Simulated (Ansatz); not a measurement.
Structures of BN: which is lowest?

Plane-wave DFT in Ansatz with scalar-relativistic PAW potentials, cutoff 420 eV, Γ-centred meshes chosen by cell and gap, Gaussian smearing with energies taken to zero width. Every cell was relaxed (cell and atoms) in a run of its own, within the symmetry of its start. Functional: PBE+D3(BJ).

Relaxed structures (starts from databases or built by putting these elements on another compound's sites):
A. R3m, 2 atoms in the computed cell, a = 2.506 Å, c = 9.885 Å; sites (symmetry × multiplicity) B 3m × 3, N 3m × 3; start: database
B. Fmm2, 2 atoms in the computed cell, a = 2.508 Å, b = 6.679 Å, c = 4.338 Å; sites (symmetry × multiplicity) B mm2 × 4, N mm2 × 4; start: database
C. F-43m, 2 atoms in the computed cell, a = 3.607 Å; sites (symmetry × multiplicity) B -43m × 4, N -43m × 4; start: database

Q: Rank them by energy. Could pressure change the order?

A:
| structure | group | E − E(lowest) (meV/atom) | V (Å³/atom) | gap on mesh (eV) |
| --- | --- | --- | --- | --- |
| C | F-43m | 0.0 | 5.86 | 4.48 |
| A | R3m | 3.6 | 8.96 | 4.24 |
| B | Fmm2 | 5.6 | 9.08 | 3.66 |

C is lowest, 4 meV/atom under A. The lowest is also the densest of these, so pressure wouldn't bring one of the others in at first order. Other structures may lie lower than all of these, and vibrations aren't counted.